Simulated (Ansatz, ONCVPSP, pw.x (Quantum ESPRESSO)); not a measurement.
**Zr (Z = 40) (bcc): variants of one ONCV potential in the solid**

ONCVPSP 4.0.1.1 (patched build) input, shortened (lines: element, Z, core and valence counts, functional; n l f; lmax; l rc ep ncon nbas qcut; lloc lpopt rc5 dvloc0; l nproj debl; icmod fcfact rcfact), PBEsol, scalar-relativistic:

```
  Zr 40.00    6    5  -116133      upf
    1    0    2.00
    2    0    2.00
    2    1    6.00
    3    0    2.00
    3    1    6.00
    3    2   10.00
    4    0    2.00
    4    1    6.00
    4    2    2.00
    5    0    1.75
    5    1    0.25
    2
    0    1.80    0.00    3    6    5.40
    1    2.20    0.00    3    8    5.80
    2    2.60    0.00    4    8    6.80
    4    5    1.45    6.00
    0    2    1.90
    1    2    1.20
    2    2    3.90
    0    0.00    0.00
```

Crystal test: bcc Zr in pw.x 7.5, no spin, 13³ k-points, Fermi–Dirac smearing 0.01 Ry, cutoffs set for each file from its atomic test. The reference is all-electron LAPW (Ansatz 0.2.0) with the same functional, mesh and smearing; V0 and B0 come from Birch–Murnaghan fits to the pressures at five volumes. Errors are pseudo minus all-electron; Δ is the rms difference of the E(V) curves that follow from these fits, minima aligned, over ±6 % about the mean V0. Mesh and smearing are coarse, so the numbers serve the comparison and aren't converged zero-temperature values; the lattice is a test structure that the element need not adopt.

All-electron: a0 = 3.529 Å (V0 = 21.97 Å³/atom), B0 = 92.2 GPa.

1 further variants are left out: they gave no file fit for a test, a broken result, the same result as the base, or pressures whose basis-set error rivals the error shown.

| change | cutoffs (Ry) | pw.x | a0 (Å) | a0 error (%) | B0 error (%) | Δ (meV/atom) | mean pressure error (GPa) |
| --- | --- | --- | --- | --- | --- | --- | --- |
| base | 40/160 | converged | 3.532 | +0.08 | +0.2 | 1.1 | +0.23 |
| all radii scaled by about 1.32 (s 2.38, p 2.90, d 3.42 bohr); local potential polynomial inside 1.92 bohr (lpopt 5, dvloc0 6 Ha) | 35/140 | converged | 3.547 | +0.53 | -1.5 | 7.0 | +1.45 |
| reference 4s2 4p6 4d2 5s1.5; wave 4p+5p: rc 2.20 bohr, ncon 3, nbas 8, qcut 5.8 1/bohr, 2 projectors becomes 4p: rc 2.20 bohr, ncon 3, nbas 8, qcut 5.8 1/bohr, 2 projectors, debl 1.2 Ha | 40/160 | converged; energies reset by the program | 3.531 | +0.08 | +0.3 | 1.1 | +0.22 |
| d: debl 0.25 | 40/160 | converged | 3.531 | +0.06 | +0.2 | 0.8 | +0.15 |

Problem. Give the row for: s: rc 2.12.

Solution. pw.x: converged; mean pressure error (GPa): +0.27; a0 (Å): 3.532; a0 error (%): +0.10; B0 error (%): +0.1; Δ (meV/atom): 1.3.
